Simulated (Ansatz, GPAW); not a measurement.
# Geometry or basis: what sets the conductance of heptane-1,7-dithiol between two Cu chains, part 2 of 5

Aim: the conductance of heptane-1,7-dithiol between two Cu chains after relaxation, and whether geometry, basis or functional moves it most.

GPAW 26.7.0 and Ansatz 0.2.0; Ansatz plane waves; relaxation of the junction with the lead ends held (the session's first sound run).

So far. Step 2 (Relaxation): The relaxation lowered the energy of the cell by 2.62 eV.

### Step 3. Plane waves, PBE

Plane waves give the reference curve, free of the bias of atom-centred orbitals.

This step: Ansatz plane waves; Landauer transmission by layers, zero bias (Ansatz 0.2.0).

input.yaml reads:

```yaml
crystal:
  lattice:
    - [10.802061261, 0.0, 0.0]
    - [0.0, 11.9595180313, 0.0]
    - [0.0, 0.0, 36.99103003]
  atoms:
    - { symbol: Cu, position: [0.5, 0.5, 0.0310886179] }
    - { symbol: Cu, position: [0.5, 0.5, 0.0932658538] }
    - { symbol: Cu, position: [0.5, 0.5, 0.1554430897] }
    - { symbol: Cu, position: [0.5, 0.5, 0.2176203256] }
    - { symbol: Cu, position: [0.3145048314, 0.4578279763, 0.2434746947] }
    - { symbol: Cu, position: [0.4585957195, 0.5138141304, 0.2862717125] }
    - { symbol: S, position: [0.4909193384, 0.5908948117, 0.3372839219] }
    - { symbol: H, position: [0.5800747227, 0.4411003916, 0.3735246654] }
    - { symbol: C, position: [0.4974219635, 0.493953295, 0.3762474244] }
    - { symbol: H, position: [0.41574307, 0.4393335073, 0.3753227877] }
    - { symbol: H, position: [0.5820701368, 0.6165735272, 0.4112742099] }
    - { symbol: C, position: [0.5007631904, 0.5609993629, 0.4116811193] }
    - { symbol: H, position: [0.4191774319, 0.6161609301, 0.4125894239] }
    - { symbol: H, position: [0.5856957928, 0.4329953334, 0.4452633152] }
    - { symbol: C, position: [0.504198698, 0.4884867566, 0.4461163818] }
    - { symbol: H, position: [0.4225297988, 0.4331514318, 0.4466034665] }
    - { symbol: H, position: [0.5892858773, 0.6136636598, 0.4803355411] }
    - { symbol: C, position: [0.5076168295, 0.5583536116, 0.4810718018] }
    - { symbol: H, position: [0.4264571499, 0.6143025589, 0.4815446271] }
    - { symbol: H, position: [0.5914898189, 0.4341243115, 0.5161958326] }
    - { symbol: C, position: [0.5103052775, 0.4900429629, 0.5163547382] }
    - { symbol: H, position: [0.428302301, 0.4352112219, 0.5174411834] }
    - { symbol: H, position: [0.595985666, 0.6188579424, 0.5493067342] }
    - { symbol: C, position: [0.5139787716, 0.5642350653, 0.5504093194] }
    - { symbol: H, position: [0.4330516992, 0.6202714095, 0.5504058264] }
    - { symbol: H, position: [0.5985056892, 0.4452274945, 0.5878209419] }
    - { symbol: C, position: [0.5161474242, 0.4989328387, 0.5862160497] }
    - { symbol: H, position: [0.4339001713, 0.4456438374, 0.588902421] }
    - { symbol: S, position: [0.5206030834, 0.5991119391, 0.6242787513] }
    - { symbol: Cu, position: [0.5112160815, 0.526666899, 0.6764508049] }
    - { symbol: Cu, position: [0.6170033883, 0.4930148429, 0.7300811531] }
    - { symbol: Cu, position: [0.5, 0.5, 0.7823796744] }
    - { symbol: Cu, position: [0.5, 0.5, 0.8445569103] }
    - { symbol: Cu, position: [0.5, 0.5, 0.9067341462] }
    - { symbol: Cu, position: [0.5, 0.5, 0.9689113821] }
kpoints:
  mp_grid: { grid: [1, 1, 2] }
hamiltonian:
  xc: pbe
scf:
  occupations: { method: fermi_dirac, width: 0.1 }
output:
  transmission:
    leads: [[0, 1]]
    e_range: [-2, 2]
    de: 0.025
    kmesh: [1, 1]
    reduced_basis: true
  write_potential: true
  write_density: true
  volumetric_format: npy
```

Command:

```sh
ansatz run input.yaml --threads 4 --pin off --max-ram 8192MiB --backend cpu --events-out ev --progress --plain --runs-dir out
```

Numbers of over 12 decimals in the logs are rounded to 6 here.

The program printed:

```text
[...]
Crystal: 35 atoms, lattice volume = 4778.777 Å³
Basis set: ecut = 420 eV, 93257 PW (Γ)
Bands: 176, of which v1, the nominal top of the filled ones, is band 141 counted from 1 (140 counted from 0)
Symmetry: 1 space group operations
[...]
k-points: 2
[...]
SCF iter   1: F=—  HF=-83266.364460 eV  |F-HF|=—  |Δ(HF+E_count)|=         —  Δρ=3.15e-3  dr2=1.29e0  ethr=1.77e-3  ⟨swp⟩=9.0  Hψ=1681  notcnv=0  defer=32
[...]
SCF iter  15: F=-83266.277047 eV  HF=-83266.277046 eV  |F-HF|=4.17e-7  |Δ(HF+E_count)|=   2.29e-6  Δρ=1.08e-6  dr2=6.86e-8  ethr=3.55e-11  ⟨swp⟩=22.5  Hψ=1576  notcnv=0
SCF 1 converged in 15 iterations: F = -83266.277047 eV  dr2 = 6.86e-8
[...]
transmission: 6 of 55 steps passed
transmission: 11 of 55 steps passed
[...]
transmission: 55 of 55 steps passed
WARN: The input density's exchange-correlation potential varies sharply where the density is thin. Do not read a vacuum level from v_tot or v_xc, or from such a field of the output density. On a cell that repeats whose density bears no net charge and no dipole along the vacuum's axis use v_es (v_loc + v_h of the components); under efield.dipole_correction with no amplitude use v_es + v_field, which holds any external [...]
SCF converged after 15 iterations
the last check of whether an eigenvalue changes by more than its tolerance under the output density was not made (no_room)
Free energy (F): -83266.277047 eV
[...]
Internal energy: -83265.785437 eV  (E = F + TS)
E sigma→0 (E₀):  -83266.031242 eV
Entropy (-TS):   -0.491609 eV (-14.046 meV/atom)
Fermi energy:    -4.061998 eV
[...]
--- Band table (eV) ---
  k-point 0: bands = [... 137 lower, -4.3325, -4.3107, -4.2850, -4.2674, -4.0424, -3.4704, -2.7727, -2.2976, ... 31 higher]
  k-point 1: bands = [... 137 lower, -4.3327, -4.3107, -4.2841, -4.2676, -4.0479, -3.4677, -2.7698, -2.3037, ... 31 higher]
--- Transmission ---
  basis      : 1123 plane waves across, 55 finite elements along
  points     : 1, standing for a mesh of 1 x 1
  filling    : by the input's occupations and mesh, since the crystals that have channels conduct as metals do. If one of these is a semiconductor, that mesh has misplaced its level
  energies   : 161 from -2.000000 to 2.000000 eV about the Fermi level, 0.025000 eV apart; the leads are filled to 0.000000 eV, and channels, transmission and decay are at 0.000000 eV
  crystal 0  : Cu1, at the sites [0, 1], period 2.3000 Å, over 18.40 Å; its Hamiltonian steps by up to 33.6 meV: too much for a lead, lay more layers or, if its atoms are ordered, name the step of that order
    offset         : up to 0.0000 Å between an atom of the period and one for which it stands
    filled         : 145.6 meV over the level at which it is neutral
    channels       : 1.000000e0 a spin
    conductance    : 6.0071e13 S/m² at 300 K; may be off by some 0.0 % by where its bands' edges are placed, 36.9 % from the distance to neutral
  junction   : crystal 0 to crystal 0, 0.70 to 35.39 Å
    transmission   : 4.286776e-4 a spin
    conductance    : 2.5883e10 S/m² at 300 K (2.5883e10 on every other energy)
    error estimate : 0.0 % from the energy spacing and 0.0 % from band edges of the leads and from resonances (wavevectors taken as independent; lower de), 23.4 % from the steps of its leads' Hamiltonians or their offsets (lay more layers), 33.7 % from the distance to neutral
    resistance     : 3.8618e1 Ω µm² beyond half of each lead's own
```

The job ended after 5.6 h (4 threads of Arm Neoverse N1, shared host; peak memory 7.1 GiB).

In the SCF lines HF is the Harris–Foulkes energy and dr2 the Hartree energy of the density residual, in eV; the loop may stop once dr2 is under the threshold and the program's other checks hold. Hψ counts applications of the Hamiltonian.

Numbers from this step:

```yaml
free_energy: -83266.2770 eV
lead_level: 0 eV from the Fermi level
transmission_at_the_fermi_level_one_spin: 4.29e-4
open_channels_of_the_lead_at_the_fermi_level_one_spin: 1
step_of_the_potential_along_the_lead: 33.6 meV
offset_of_the_lead: 0 Å
filling_of_the_lead_less_its_bulk_value_in_size: 145.6 meV
conductance: 4.32e-4 G₀
```

One spin. Table of transmission, zone mean by energy, zero at the Fermi level:

energy (eV), log10 transmission, zone mean and a bar from the least value:
```
   -2.000       -5.0 #########
   -1.800       -3.0 ####################
   -1.700       -1.3 ############################
   -1.650       -1.1 #############################
   -1.600       -2.3 #######################
   -1.400       -1.6 ###########################
   -1.325       -1.0 ##############################
   -1.200       -2.3 #######################
   -1.000       -3.1 ###################
   -0.800       -1.9 #########################
   -0.750       -1.6 ###########################
   -0.600       -2.3 #######################
   -0.400       -3.0 ####################
   -0.200       -2.9 ####################
    0.000       -3.4 ##################
    0.200       -3.7 ################
    0.400       -4.0 ##############
    0.600       -4.4 ############
    0.800       -5.1 #########
    1.000       -6.7 
    1.200       -4.6 ###########
    1.400       -3.8 ###############
    1.600       -3.5 #################
    1.800       -3.7 ################
    2.000       -3.8 ###############
```

One spin. Table of open channels, zone mean by energy, zero at the Fermi level:

energy (eV), open channels, zone mean and a bar from the least value:
```
   -2.000       1.00 
   -1.900       1.00 
   -1.800       3.00 ############
   -1.700       3.00 ############
   -1.600       3.00 ############
   -1.500       3.00 ############
   -1.400       3.00 ############
   -1.300       3.00 ############
   -1.200       3.00 ############
   -1.100       4.00 ##################
   -1.000       4.00 ##################
   -0.900       6.00 ##############################
   -0.800       6.00 ##############################
   -0.700       6.00 ##############################
   -0.600       6.00 ##############################
   -0.500       4.00 ##################
   -0.400       4.00 ##################
   -0.300       4.00 ##################
   -0.200       3.00 ############
   -0.100       1.00 
    0.000       1.00 
    0.100       1.00 
    0.200       1.00 
    0.300       1.00 
    0.400       1.00 
    0.500       1.00 
    0.600       1.00 
    0.700       1.00 
    0.800       1.00 
    0.900       1.00 
    1.000       1.00 
    1.100       1.00 
    1.200       1.00 
    1.300       1.00 
    1.400       1.00 
    1.500       1.00 
    1.600       1.00 
    1.700       1.00 
    1.800       1.00 
    1.900       1.00 
    2.000       1.00
```

Crystal 0, spin -, k parallel (0, 0); distinct values, listed up to 1.5 1/Å. Table of Im kz of the slowest decaying states by energy, zero at the Fermi level:

```
energy (eV)  decay 1 (Å⁻¹)  decay 2 (Å⁻¹)  decay 3 (Å⁻¹)  decay 4 (Å⁻¹)
     -2.000          0.333          0.334          0.667           1.11
     -1.800          0.589           1.03           1.03           1.27
     -1.600          0.494          0.938          0.938           1.25
     -1.400          0.370          0.815          0.815           1.23
     -1.200          0.162          0.638          0.638           1.21
     -1.000          0.283          0.283           1.19           1.20
     -0.800           1.18           1.19           1.22           1.30
     -0.600           1.16           1.17           1.20           1.28
     -0.400          0.580          0.580           1.14           1.15
     -0.200          0.144          0.786          0.786           1.12
      0.000          0.220          0.221          0.333          0.923
      0.200          0.301          0.302          0.446           1.03
      0.400          0.352          0.352          0.531           1.07
      0.600          0.385          0.385          0.600           1.05
      0.800          0.405          0.405          0.659           1.03
      1.000          0.416          0.416          0.710          1.000
      1.200          0.418          0.418          0.754          0.972
      1.400          0.413          0.413          0.794          0.944
      1.600          0.401          0.401          0.830          0.915
      1.800          0.381          0.382          0.863          0.885
      2.000          0.354          0.355          0.854          0.893
```

Crystal 0, spin -, k parallel (0, 0). The Re kz of states that move upwards by energy, zero at the Fermi level:

```
energy (eV)  channel 1 (Å⁻¹)  channel 2 (Å⁻¹)  channel 3 (Å⁻¹)  channel 4 (Å⁻¹)  channel 5 (Å⁻¹)  channel 6 (Å⁻¹)
     -2.000            0.572                -                -                -                -                -
     -1.800            -1.26            -1.25            0.617                -                -                -
     -1.600           -0.989           -0.989            0.662                -                -                -
     -1.400           -0.837           -0.837            0.708                -                -                -
     -1.200           -0.713           -0.713            0.758                -                -                -
     -1.000           -0.601           -0.601            0.295            0.814                -                -
     -0.800           -0.494           -0.494            0.447            0.619            0.619            0.883
     -0.600           -0.385           -0.384            0.554            0.972             1.21             1.21
     -0.400           -0.263           -0.262            0.636             1.10                -                -
     -0.200          -0.0655          -0.0639            0.699                -                -                -
      0.000            0.750                -                -                -                -                -
      0.200            0.793                -                -                -                -                -
      0.400            0.831                -                -                -                -                -
      0.600            0.865                -                -                -                -                -
      0.800            0.896                -                -                -                -                -
      1.000            0.926                -                -                -                -                -
      1.200            0.954                -                -                -                -                -
      1.400            0.981                -                -                -                -                -
      1.600             1.01                -                -                -                -                -
      1.800             1.03                -                -                -                -                -
      2.000             1.06                -                -                -                -                -
```

The electrostatic potential energy of an electron (with the applied field's), less the Fermi level, planar mean oscillates, so the rows of the table below give means over windows of 2 Å about each position, cut where the curve ends. Its first 14 maxima inside the range that stand out by 2 % of the span (Å: eV): 2.2: 4.90, 4.6: 4.84, 6.8: 4.67, 9.8: 4.25, 11.5: 4.74, 13.3: 4.54, 14.5: 4.52, 15.8: 4.45, 17.2: 4.46, 18.5: 4.47, 19.7: 4.45, 21.0: 4.58, 22.3: 4.58, 24.0: 4.86. Its first 14 minima: 1.2: 4.13, 3.4: 4.07, 5.8: 3.97, 8.6: 3.43, 10.5: 3.89, 12.6: 4.25, 13.9: 3.86, 15.2: 3.80, 16.6: 3.80, 17.8: 3.78, 19.1: 3.79, 20.3: 3.85, 21.8: 3.91, 23.1: 4.33.

Table of electrostatic potential energy of an electron (with the applied field's), less the Fermi level, planar mean by z; means over each step:

```
z (Å)  electrostatic potential energy of an electron (with the applied field's), less the Fermi level, planar mean (eV)
    0                                                                                                              4.61
    2                                                                                                              4.57
    4                                                                                                              4.46
    6                                                                                                              4.32
    8                                                                                                              3.84
   10                                                                                                              3.99
   12                                                                                                              4.44
   14                                                                                                              4.28
   16                                                                                                              4.09
   18                                                                                                              4.19
   20                                                                                                              4.15
   22                                                                                                              4.32
   24                                                                                                              4.51
   26                                                                                                              4.35
   28                                                                                                              4.32
   30                                                                                                              4.56
   32                                                                                                              4.58
   34                                                                                                              4.54
   36                                                                                                              4.47
```

The valence density, planar mean oscillates, so the rows of the table below give means over windows of 2 Å about each position, cut where the curve ends. Its first 14 maxima inside the range that stand out by 2 % of the span (Å: e/Å³): 1.2: 0.205, 3.4: 0.204, 5.8: 0.207, 8.0: 0.205, 9.0: 0.213, 10.7: 0.201, 13.9: 0.0441, 15.2: 0.0442, 16.4: 0.0436, 17.8: 0.0439, 19.1: 0.0442, 20.3: 0.0438, 21.8: 0.0446, 25.0: 0.207. Its first 14 minima: 2.4: 0.00827, 4.6: 0.00827, 7.0: 0.00854, 8.6: 0.0922, 9.8: 0.0224, 11.5: 0.0170, 14.5: 0.0271, 15.8: 0.0296, 17.2: 0.0286, 18.5: 0.0280, 19.7: 0.0306, 21.0: 0.0261, 24.1: 0.0156, 26.0: 0.0112.

Valence density, planar mean against z; means over each step:

```
z (Å)  valence density, planar mean (e/Å³)
    0                               0.0459
    2                               0.0573
    4                               0.0690
    6                               0.0722
    8                                0.108
   10                                0.104
   12                               0.0278
   14                               0.0338
   16                               0.0373
   18                               0.0347
   20                               0.0366
   22                               0.0338
   24                               0.0480
   26                               0.0749
   28                               0.0799
   30                               0.0472
   32                               0.0617
   34                               0.0706
   36                               0.0776
```

The largest of the program's own error estimates on the conductance is 34 %. T at the Fermi level is 4.3e-4; the potential still steps by 33.6 meV from one lead period to the next, more than the program accepts for a lead, so the cell is too short for a firm reference, and the program's own error estimates apply.

[end of part 2 of 5]

[Logs are printed without paths, hosts, clocks, repeated set-up lines and the standing remarks that a program may print on its own settings, such as how far it seeks lower states.]

[Hosts, paths, dates, database ids (printed as entryN), source tags and the programs' standing remarks are cut or masked in the printed files.]
